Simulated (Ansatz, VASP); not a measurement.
## Two plane-wave programs on B

File INCAR:

```
SYSTEM = B
PREC = Accurate ; ENCUT = 600
EDIFF = 1E-6 ; ISMEAR = 0
SIGMA = 0.1 ; LREAL = .FALSE.
LASPH = .TRUE. ; NELM = 100
ALGO = Normal ; ISIF = 3
LWAVE = .FALSE. ; LCHARG = .FALSE.
GGA = PE ; IBRION = 2
NSW = 100 ; EDIFFG = -0.01
```

File KPOINTS:

```
Automatic mesh
0
G
  18 18 18
  0 0 0
```

File POSCAR:

```
B
1.0
    2.7027274672      0.0000000000      0.0000000000
    0.0000000000      2.7027274672      0.0000000000
    0.0000000000      0.0000000000      2.7027274672
B
3
Direct
    0.5000000000      0.0000000000      0.0000000000
    0.0000000000      0.5000000000      0.0000000000
    0.0000000000      0.0000000000      0.5000000000
```

Input for Ansatz:

```yaml
crystal:
  lattice:
    - [2.7027274672, 0.0, 0.0]
    - [0.0, 2.7027274672, 0.0]
    - [0.0, 0.0, 2.7027274672]
  atoms:
    - { symbol: B, position: [0.5, 0.0, 0.0] }
    - { symbol: B, position: [0.0, 0.5, 0.0] }
    - { symbol: B, position: [0.0, 0.0, 0.5] }
basis:
  ecutwfc: 420
kpoints:
  mp_grid: { grid: [18, 18, 18] }
hamiltonian:
  xc: pbe
scf:
  occupations: { method: gaussian, width: 0.1 }
output:
  forces: true
  stress: true
  eigenvalues: true
relax:
  adjacent_minimum: "off"
  f_tol: 0.01
  max_steps: 80
  cell: { stress_tol: 0.05 }
```

Alike in both runs: task relaxation of cell and atoms; functional PBE; k mesh 18 × 18 × 18; occupations gaussian, width 0.1 eV; no spin polarisation.

|  | VASP | Ansatz |
| --- | --- | --- |
| version | VASP 6.6.1 | Ansatz 0.2.0 |
| potentials or method | VASP PAW PBE potentials, release 64 (B) | scalar-relativistic, plane waves, PAW |
| plane-wave cutoff (eV) | 600 | 420 |
| valence electrons in the cell | 9 | 9 |

```tsv
	VASP	Ansatz	Ansatz less VASP
gap on the k mesh at the Fermi level, each at its own relaxed structure (eV)	none	none	-
relaxed volume (Å³/atom)	6.53	6.53	+0.002
relaxed cell length with the largest relative difference (Å)	2.696	2.696	+0.0002
```

A gap of «none» marks a metal or a gap that the smearing closes.
